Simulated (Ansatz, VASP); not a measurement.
# Cross-check of Cr2CdSe4 between VASP and Ansatz, part 2 of 2

Wanted: the spread between two codes on one cell, functional and k mesh. The cell is taken from a series of runs on this material, whose earlier steps may have relaxed, scaled, displaced or heated it; both programs get it as it stands.

VASP 6.6.1 and Ansatz 0.2.0.

So far: Set-up; Ansatz: relaxation of cell and atoms, PBEsol, DFT+U.

## Step 3: VASP: relaxation of cell and atoms, PBEsol, DFT+U

Level of this step: PBEsol, DFT+U (Cr d 1.9 eV), spin-polarised from a ferromagnetic start; plane waves and PAW (Cr_pv, Cd, Se) (VASP).

The same cell, functional, mesh and smearing now go to VASP, with its own data sets.

Lines of VASP's logs that name or quote its potential files are left out, and so is its time.

Contents of INCAR:

```
SYSTEM = Cr2CdSe4
PREC = Accurate
ENCUT = 500
EDIFF = 1E-07
NELM = 200
ISMEAR = 0
SIGMA = 0.01
LREAL = .FALSE.
ALGO = Normal
GGA = PS
NBANDS = 88
ISPIN = 2
MAGMOM = 2.98 2.98 2.98 2.98 -0 -0 -0.13 -0.13 -0.13 -0.13 -0.13 -0.13 -0.13 -0.13
LDAU = .TRUE.
LDAUTYPE = 2
LDAUL = 2 -1 -1
LDAUU = 1.9 0 0
LDAUJ = 0 0 0
LDAUPRINT = 1
LASPH = .TRUE.
LMAXMIX = 4
LORBIT = 11
LWAVE = .FALSE.
LCHARG = .FALSE.
ISIF = 3
IBRION = 2
NSW = 80
EDIFFG = -0.005
GGA_COMPAT = .FALSE.
NELMIN = 4
KPAR = 4
```

Contents of POSCAR:

```
Cr2CdSe4
1.0
    0.0000000000      5.3700000000      5.3700000000
    5.3700000000      0.0000000000      5.3700000000
    5.3700000000      5.3700000000      0.0000000000
Cr Cd Se
4 2 8
Direct
    0.6250000000      0.6250000000      0.6250000000
    0.1250000000      0.6250000000      0.6250000000
    0.6250000000      0.6250000000      0.1250000000
    0.6250000000      0.1250000000      0.6250000000
    0.0000000000      0.0000000000      0.0000000000
    0.2500000000      0.2500000000      0.2500000000
    0.3894000000      0.3894000000      0.3894000000
    0.4182000000      0.8606000000      0.8606000000
    0.3894000000      0.3894000000      0.8318000000
    0.8606000000      0.4182000000      0.8606000000
    0.8318000000      0.3894000000      0.3894000000
    0.8606000000      0.8606000000      0.8606000000
    0.3894000000      0.8318000000      0.3894000000
    0.8606000000      0.8606000000      0.4182000000
```

Contents of KPOINTS:

```
Automatic mesh
0
Gamma
6 6 6
0 0 0
```

PAW data sets: Cr_pv, Cd and Se (PBE family, release 64).

Launch:

```console
> mpirun -np 4 vasp_std
```

Numbers of over 12 decimals in the logs are rounded to 6 here.

What it wrote:

```text
[banner, memory and clock lines left out]
running    4 mpi-ranks, on    1 nodes
 distrk:  each k-point on    1 cores,    4 groups
 distr:  one band on    1 cores,    1 groups

 POSCAR found type information on POSCAR CrCdSe
 POSCAR found :  3 types and      14 ions
|                                                                             |
|               ----> ADVICE to this user running VASP <----                  |
|                                                                             |
|     You enforced a specific xc type in the INCAR file but a different       |
|     [... a line on the potential file left out ...]
|     I HOPE YOU KNOW WHAT YOU ARE DOING!                                     |
|                                                                             |

 LDA part: xc-table for (Slater+PW92), standard interpolation
 POSCAR, INCAR and KPOINTS ok, starting setup
 FFT: planning ... GRIDC
 FFT: planning ... GRID_SOFT
 FFT: planning ... GRID
 WAVECAR not read
 entering main loop
       N       E                     dE             d eps       ncg     rms          rms(c)
DAV:   1     0.113470182195E+04    0.11347E+04   -0.57605E+04  6296   0.126E+03
DAV:   2     0.224681338158E+02   -0.11122E+04   -0.10463E+04  5984   0.352E+02
DAV:   3    -0.780698073427E+02   -0.10054E+03   -0.97923E+02  6648   0.108E+02
DAV:   4    -0.808995962306E+02   -0.28298E+01   -0.28180E+01  6440   0.168E+01
DAV:   5    -0.809511639551E+02   -0.51568E-01   -0.51552E-01  7608   0.225E+00    0.258E+01
DAV:   6    -0.807513107924E+02    0.19985E+00   -0.54367E+01  6360   0.408E+01    0.276E+01
DAV:   7    -0.763717613078E+02    0.43795E+01   -0.19237E+01  6440   0.322E+01    0.112E+01
DAV:   8    -0.764717811422E+02   -0.10002E+00   -0.23004E+00  6216   0.447E+00    0.523E+00
DAV:   9    -0.764451509947E+02    0.26630E-01   -0.29377E-01  6744   0.306E+00    0.134E+00
DAV:  10    -0.764445420860E+02    0.60891E-03   -0.83669E-02  6472   0.136E+00    0.468E-01
DAV:  11    -0.764451614306E+02   -0.61934E-03   -0.44544E-03  7112   0.277E-01    0.243E-01
DAV:  12    -0.764454990396E+02   -0.33761E-03   -0.12741E-03  6960   0.150E-01    0.119E-01
DAV:  13    -0.764456152979E+02   -0.11626E-03   -0.16051E-04  6808   0.470E-02    0.578E-02
DAV:  14    -0.764456598733E+02   -0.44575E-04   -0.59731E-05  6312   0.356E-02    0.235E-02
DAV:  15    -0.764456661728E+02   -0.62994E-05   -0.10013E-05  6600   0.948E-03    0.994E-03
DAV:  16    -0.764456672985E+02   -0.11257E-05   -0.26067E-06  6288   0.470E-03    0.305E-03
DAV:  17    -0.764456679921E+02   -0.69363E-06   -0.50353E-07  5832   0.243E-03    0.192E-03
DAV:  18    -0.764456681354E+02   -0.14333E-06   -0.12593E-07  4864   0.113E-03    0.893E-04
DAV:  19    -0.764456681198E+02    0.15600E-07   -0.32519E-08  4000   0.656E-04
   1 F= -.76445668E+02 E0= -.76445668E+02  d E =-.764457E+02  mag=    12.0000
[...]
2 F= -.76449447E+02 E0= -.76449447E+02  d E =-.377900E-02  mag=    12.0000
[...]
3 F= -.76449813E+02 E0= -.76449813E+02  d E =-.414484E-02  mag=    12.0000
[...]
4 F= -.76449867E+02 E0= -.76449867E+02  d E =-.543565E-04  mag=    12.0000
 trial-energy change:   -0.000054  1 .order   -0.000058   -0.000363    0.000247
 step:   0.6354(harm=  0.6454)  dis= 0.00011  next Energy=   -76.449919 (dE=-0.106E-03)
 bond charge predicted
       N       E                     dE             d eps       ncg     rms          rms(c)
DAV:   1    -0.764509068177E+02   -0.10395E-02   -0.16658E-02  5792   0.752E-01    0.273E-01
DAV:   2    -0.764503663979E+02    0.54042E-03   -0.44171E-03  6112   0.503E-01    0.249E-01
DAV:   3    -0.764499509325E+02    0.41547E-03   -0.66439E-04  6104   0.222E-01    0.591E-02
DAV:   4    -0.764499238023E+02    0.27130E-04   -0.15043E-04  6040   0.301E-02    0.429E-02
DAV:   5    -0.764499168237E+02    0.69786E-05   -0.20307E-05  6328   0.278E-02    0.228E-02
DAV:   6    -0.764499161151E+02    0.70860E-06   -0.27040E-06  6400   0.662E-03    0.769E-03
DAV:   7    -0.764499162677E+02   -0.15262E-06   -0.97767E-07  6552   0.465E-03    0.209E-03
DAV:   8    -0.764499162622E+02    0.55352E-08   -0.14858E-07  3976   0.231E-03
   5 F= -.76449916E+02 E0= -.76449916E+02  d E =-.103298E-03  mag=    12.0000
 curvature:  -0.34 expect dE=-0.305E-07 dE for cont linesearch -0.281E-07
 trial: gam=-0.01399 g(F)=  0.198E-07 g(S)=  0.699E-07 ort = 0.541E-05 (trialstep = 0.994E+00)
 search vector abs. value=  0.776E-08
 reached required accuracy - stopping structural energy minimisation
```

From OUTCAR (step 3):

```text
ion  position               nearest neighbor table
   1  0.625  0.625  0.625-   8 2.54   9 2.54  10 2.54  11 2.54  13 2.54  14 2.54
   2  0.125  0.625  0.625-   7 2.54  12 2.54  10 2.54   9 2.54  13 2.54  14 2.54
   3  0.625  0.625  0.125-   7 2.54  12 2.54  10 2.54  11 2.54   8 2.54  13 2.54
   4  0.625  0.125  0.625-   7 2.54  12 2.54   9 2.54  11 2.54   8 2.54  14 2.54
   5  0.000  0.000  0.000-   8 2.59  10 2.59  14 2.59  12 2.59
   6  0.250  0.250  0.250-   9 2.59  11 2.59  13 2.59   7 2.59
   7  0.389  0.389  0.389-   2 2.54   3 2.54   4 2.54   6 2.59
   8  0.418  0.861  0.861-   1 2.54   3 2.54   4 2.54   5 2.59
   9  0.389  0.389  0.832-   1 2.54   2 2.54   4 2.54   6 2.59
  10  0.861  0.418  0.861-   1 2.54   2 2.54   3 2.54   5 2.59
  11  0.832  0.389  0.389-   1 2.54   3 2.54   4 2.54   6 2.59
  12  0.861  0.861  0.861-   2 2.54   3 2.54   4 2.54   5 2.59
  13  0.389  0.832  0.389-   1 2.54   2 2.54   3 2.54   6 2.59
  14  0.861  0.861  0.418-   1 2.54   2 2.54   4 2.54   5 2.59

  LATTYP: Found a face centered cubic cell.
 ALAT       =    10.7400000000

 Subroutine GETGRP returns: Found 48 space group operations
 (whereof 24 operations were pure point group operations)

The static configuration has the point symmetry T_d .
 The point group associated with its full space group is O_h .

 Found     16 irreducible k-points:

   k-points           NKPTS =     16   k-points in BZ     NKDIM =     16   number of bands    NBANDS=     88

   dimension x,y,z NGX =    56 NGY =   56 NGZ =   56
   dimension x,y,z NGXF=   112 NGYF=  112 NGZF=  112

   ENCUT  =  500.0 eV  36.75 Ry    6.06 a.u.  13.85 13.85 13.85*2*pi/ulx,y,z

   NELECT =     120.0000    total number of electrons

 k-points in reciprocal lattice and weights: Automatic mesh
   0.00000000  0.00000000  0.00000000       0.005
   0.16666667  0.00000000  0.00000000       0.037
   0.33333333  0.00000000  0.00000000       0.037
   0.50000000  0.00000000  0.00000000       0.019
   0.16666667  0.16666667  0.00000000       0.028
   0.33333333  0.16666667  0.00000000       0.111
   0.50000000  0.16666667  0.00000000       0.111
  -0.33333333  0.16666667  0.00000000       0.111
  -0.16666667  0.16666667  0.00000000       0.056
[...]
-0.33333333  0.33333333  0.16666667       0.111
  -0.33333333  0.50000000  0.16666667       0.056

atom =   1  type =  1  l = 2

 onsite density matrix

spin component  1

  0.8937 -0.0050 -0.0055 -0.0050 -0.0000
 -0.0050  0.8937  0.0028 -0.0050 -0.0048
 -0.0055  0.0028  0.4407  0.0028  0.0000
 -0.0050 -0.0050  0.0028  0.8937  0.0048
 -0.0000 -0.0048  0.0000  0.0048  0.4407

spin component  2

  0.0324  0.0011 -0.0037  0.0011  0.0000
  0.0011  0.0324  0.0019  0.0011 -0.0032
 -0.0037  0.0019  0.2060  0.0019  0.0000
  0.0011  0.0011  0.0019  0.0324  0.0032
  0.0000 -0.0032  0.0000  0.0032  0.2060

 occupancies and eigenvectors

  o =  0.0311  v =  0.0000  0.0000  0.0000  0.0000  0.0000 -0.7659  0.6274 -0.0244  0.1385  0.0090      0.0000  0.0000  0.0000  0.0000  0.0000  0.0000  0.0000  0.0000  0.0000  0.0000
  o =  0.0311  v =  0.0000  0.0000  0.0000  0.0000  0.0000  0.2823  0.5221  0.0090 -0.8044  0.0244      0.0000  0.0000  0.0000  0.0000  0.0000  0.0000  0.0000  0.0000  0.0000  0.0000
  o =  0.0346  v =  0.0000  0.0000  0.0000  0.0000  0.0000 -0.5774 -0.5774  0.0000 -0.5774  0.0000      0.0000  0.0000  0.0000  0.0000  0.0000  0.0000  0.0000  0.0000  0.0000  0.0000
  o =  0.2061  v =  0.0000  0.0000  0.0000  0.0000  0.0000  0.0169 -0.0195 -0.7976  0.0026  0.6026      0.0000  0.0000  0.0000  0.0000  0.0000  0.0000  0.0000  0.0000  0.0000  0.0000
  o =  0.2061  v =  0.0000  0.0000  0.0000  0.0000  0.0000 -0.0128 -0.0083  0.6026  0.0211  0.7976      0.0000  0.0000  0.0000  0.0000  0.0000  0.0000  0.0000  0.0000  0.0000  0.0000
  o =  0.4406  v = -0.0007  0.0108 -0.0582 -0.0101  0.9982  0.0000  0.0000  0.0000  0.0000  0.0000      0.0000  0.0000  0.0000  0.0000  0.0000  0.0000  0.0000  0.0000  0.0000  0.0000
  o =  0.4406  v = -0.0121  0.0054 -0.9982  0.0066 -0.0582  0.0000  0.0000  0.0000  0.0000  0.0000      0.0000  0.0000  0.0000  0.0000  0.0000  0.0000  0.0000  0.0000  0.0000  0.0000
  o =  0.8838  v =  0.5774  0.5774  0.0000  0.5774 -0.0000  0.0000  0.0000  0.0000  0.0000  0.0000      0.0000  0.0000  0.0000  0.0000  0.0000  0.0000  0.0000  0.0000  0.0000  0.0000
  o =  0.8988  v = -0.3889  0.8161  0.0071 -0.4272 -0.0130  0.0000  0.0000  0.0000  0.0000  0.0000      0.0000  0.0000  0.0000  0.0000  0.0000  0.0000  0.0000  0.0000  0.0000  0.0000
  o =  0.8988  v = -0.7178  0.0221  0.0130  0.6957  0.0071  0.0000  0.0000  0.0000  0.0000  0.0000      0.0000  0.0000  0.0000  0.0000  0.0000  0.0000  0.0000  0.0000  0.0000  0.0000

atom =   2  type =  1  l = 2

 onsite density matrix

[...]
o =  0.8988  v = -0.0886 -0.6586 -0.0016 -0.7471 -0.0147  0.0000  0.0000  0.0000  0.0000  0.0000      0.0000  0.0000  0.0000  0.0000  0.0000  0.0000  0.0000  0.0000  0.0000  0.0000

 average (electrostatic) potential at core
       1 -72.4504       2 -72.4504       3 -72.4504       4 -72.4504       5 -37.7220
       6 -37.7220       7 -54.1075       8 -54.1075       9 -54.1075      10 -54.1075
      11 -54.1075      12 -54.1075      13 -54.1075      14 -54.1075

 E-fermi :   3.7567

 spin component 1
 k-point     1 :       0.0000    0.0000    0.0000
  band No.  band energies     occupation
    ...
     62       2.0915      1.00000
     63       2.0916      1.00000
     64       3.5840      1.00000
     65       3.5840      1.00000
     66       3.5840      1.00000
     67       5.4727      0.00000
     68       5.4727      0.00000
     69       5.4728      0.00000
     70       5.5836      0.00000
     71       5.8561      0.00000
    ...

 k-point     2 :       0.1667    0.0000    0.0000
  band No.  band energies     occupation
    ...
     62       2.1823      1.00000
     63       2.1823      1.00000
     64       3.0968      1.00000
     65       3.5639      1.00000
     66       3.5639      1.00000
     67       4.8917      0.00000
     68       5.3718      0.00000
     69       5.3718      0.00000
     70       5.5716      0.00000
     71       5.5717      0.00000
    ...

 k-point     3 :       0.3333    0.0000    0.0000
  band No.  band energies     occupation
    ...
     62       2.4955      1.00000
     63       2.4955      1.00000
     64       2.5306      1.00000
     65       3.4162      1.00000
     66       3.4162      1.00000
     67       4.5489      0.00000
     68       5.0432      0.00000
     69       5.0432      0.00000
     70       5.2579      0.00000
     71       5.2581      0.00000
    ...

 k-point     4 :       0.5000    0.0000    0.0000
  band No.  band energies     occupation
    ...
     62       2.3973      1.00000
     63       2.8249      1.00000
     64       2.8250      1.00000
     65       3.1608      1.00000
     66       3.1608      1.00000
     67       4.4429      0.00000
     68       4.8953      0.00000
     69       4.8954      0.00000
     70       5.1412      0.00000
     71       5.1413      0.00000
    ...

 k-point     5 :       0.1667    0.1667    0.0000
  band No.  band energies     occupation
    ...
     62       2.1556      1.00000
     63       2.1556      1.00000
     64       3.0039      1.00000
     65       3.5228      1.00000
     66       3.5228      1.00000
     67       4.7139      0.00000
     68       5.3498      0.00000
     69       5.3498      0.00000
     70       5.4144      0.00000
     71       5.6077      0.00000
    ...

 k-point     6 :       0.3333    0.1667    0.0000
  band No.  band energies     occupation
    ...
     62       2.3819      1.00000
     63       2.3932      1.00000
     64       2.5349      1.00000
     65       3.4064      1.00000
     66       3.4277      1.00000
     67       4.4597      0.00000
     68       4.9503      0.00000
     69       5.0483      0.00000
     70       5.1837      0.00000
     71       5.4328      0.00000
    ...

  Total        0.0025996      0.0025996      0.0025996     -0.0000000     -0.0000000     -0.0000000
  in kB        0.0134278      0.0134278      0.0134278     -0.0000000     -0.0000000     -0.0000000
  external PRESSURE =       0.0134278 kB  Pullay stress =       0.0000000 kB

  energy-cutoff  :      500.00
  volume of cell :      310.18
      direct lattice vectors                 reciprocal lattice vectors
     0.000000000  5.372744448  5.372744448    -0.093062308  0.093062308  0.093062308
     5.372744448  0.000000000  5.372744448     0.093062308 -0.093062308  0.093062308
     5.372744448  5.372744448 -0.000000000     0.093062308  0.093062308 -0.093062308

 POSITION                                       TOTAL-FORCE (eV/Angst)
 -----------------------------------------------------------------------------------
      6.71593      6.71593      6.71593        -0.000000     -0.000000     -0.000000
      6.71593      4.02956      4.02956        -0.000000     -0.000000     -0.000000
      4.02956      4.02956      6.71593        -0.000000     -0.000000     -0.000000
      4.02956      6.71593      4.02956        -0.000000     -0.000000     -0.000000
      0.00000      0.00000      0.00000        -0.000000     -0.000000     -0.000000
      2.68637      2.68637      2.68637        -0.000000     -0.000000     -0.000000
      4.18926      4.18926      4.18926         0.000131      0.000131      0.000131
      9.24260      6.87563      6.87563        -0.000131      0.000131      0.000131
      6.55623      6.55623      4.18926        -0.000131     -0.000131      0.000131
      6.87563      9.24260      6.87563         0.000131     -0.000131      0.000131
      4.18926      6.55623      6.55623         0.000131     -0.000131     -0.000131
      9.24260      9.24260      9.24260        -0.000131     -0.000131     -0.000131
      6.55623      4.18926      6.55623        -0.000131      0.000131     -0.000131
      6.87563      6.87563      9.24260         0.000131      0.000131     -0.000131
 -----------------------------------------------------------------------------------
    total drift:                                0.000000      0.000000      0.000000

  FREE ENERGIE OF THE ION-ELECTRON SYSTEM (eV)
  ---------------------------------------------------
  free  energy   TOTEN  =       -76.4499162622 eV

  energy  without entropy=      -76.4499162622  energy(sigma->0) =      -76.44991626

 reached required accuracy - stopping structural energy minimisation

 total charge
# of ion       s       p       d       tot
------------------------------------------
    1        0.275   6.260   4.047  10.582
    2        0.275   6.260   4.047  10.582
    3        0.275   6.260   4.047  10.582
    4        0.275   6.260   4.047  10.582
    5        0.461   0.333   9.542  10.335
    6        0.461   0.333   9.542  10.335
    7        1.446   2.403   0.034   3.883
    8        1.446   2.403   0.034   3.883
    9        1.446   2.403   0.034   3.883
   10        1.446   2.403   0.034   3.883
   11        1.446   2.403   0.034   3.883
   12        1.446   2.403   0.034   3.883
   13        1.446   2.403   0.034   3.883
   14        1.446   2.403   0.034   3.883
--------------------------------------------------
tot         13.588  44.929  35.544  94.061

 magnetization (x)
# of ion       s       p       d       tot
------------------------------------------
    1        0.039   0.041   3.045   3.125
    2        0.039   0.041   3.045   3.125
    3        0.039   0.041   3.045   3.125
    4        0.039   0.041   3.045   3.125
    5        0.007   0.005  -0.007   0.005
    6        0.007   0.005  -0.007   0.005
    7       -0.007  -0.128   0.010  -0.125
    8       -0.007  -0.128   0.010  -0.125
    9       -0.007  -0.128   0.010  -0.125
   10       -0.007  -0.128   0.010  -0.125
   11       -0.007  -0.128   0.010  -0.125
   12       -0.007  -0.128   0.010  -0.125
   13       -0.007  -0.128   0.010  -0.125
   14       -0.007  -0.128   0.010  -0.125
--------------------------------------------------
tot          0.111  -0.847  12.244  11.508

[... 6 further parts left out ...]
```

CONTCAR:

```
Cr2CdSe4
   1.00000000000000
     0.0000000000000000    5.3727444482283113    5.3727444482283113
     5.3727444482283113    0.0000000000000000    5.3727444482283113
     5.3727444482283113    5.3727444482283113   -0.0000000000000000
  Cr              Cd              Se
     4     2     8
Direct
     0.6250000000000000    0.6250000000000000    0.6250000000000000
     0.1250000000000000    0.6250000000000000    0.6250000000000000
     0.6250000000000000    0.6250000000000000    0.1250000000000000
     0.6250000000000000    0.1250000000000000    0.6250000000000000
     0.0000000000000000    0.0000000000000000    0.0000000000000000
     0.2500000000000000    0.2500000000000000    0.2500000000000000
     0.3898623596956572    0.3898623596956572    0.3898623596956572
     0.4195870790869647    0.8601376403043426    0.8601376403043426
     0.3898623596956572    0.3898623596956572    0.8304129209130352
     0.8601376403043426    0.4195870790869647    0.8601376403043426
     0.8304129209130352    0.3898623596956572    0.3898623596956572
     0.8601376403043426    0.8601376403043426    0.8601376403043426
     0.3898623596956572    0.8304129209130352    0.3898623596956572
     0.8601376403043426    0.8601376403043426    0.4195870790869647
```

The run keeps the 48 symmetry operations of its start, so it cannot find a distortion of lower symmetry.

## Step 4: Comparison

Known differences besides the potentials themselves: VASP starts from the moments at which Ansatz ended; U acts on the PAW sphere in VASP and on atomic orbitals in Ansatz, so only states and trends compare; the data sets hold 224 valence electrons in Ansatz (on its default PAW (the set named soft_2) files) and 120 in VASP; the cutoff is 420 eV in Ansatz and 500 eV in VASP; Ansatz makes its cores anew for this functional, VASP keeps those of its PBE data sets; site moments are counted in spheres of each program's own size. Total energies have different zeros and are not compared.

Both answers:

```csv
quantity,Ansatz,VASP,difference
volume (Å³),309.13,310.18,-0.34 %
"edge a after relaxation, in the typed setting (Å)",7.590,7.598,-0.11 %
total moment (μB),12.00,12.00,0.00
moment on Cr1 (μB),2.98,3.12,-0.14
moment on Cr2 (μB),2.98,3.12,-0.14
moment on Cr3 (μB),2.98,3.12,-0.14
moment on Cr4 (μB),2.98,3.12,-0.14
moment on Se8 (μB),-0.13,-0.12,-0.01
moment on Se7 (μB),-0.13,-0.12,-0.01
moment on Se10 (μB),-0.13,-0.12,-0.01
moment on Se9 (μB),-0.13,-0.12,-0.01
```

## Step 5: Results

```
difference in volume (relaxation of cell and atoms, PBEsol, DFT+U) : -0.34 %
```

In words: The difference in volume is -0.34 % (relaxation of cell and atoms, PBEsol, DFT+U). The data sets hold unlike numbers of valence electrons (224 in Ansatz and 120 in VASP), so part of the differences comes from the potentials. How closely two codes agree says nothing of how well the functional describes the real material.

[Lines on the potential files, build, host, timing and source positions are cut from VASP's logs without a mark.]

[Logs are printed without paths, hosts, clocks, repeated set-up lines and the standing remarks that a program may print on its own settings, such as how far it seeks lower states.]

[Hosts, paths, dates, database ids (printed as entryN), source tags and the programs' standing remarks are cut or masked in the printed files.]
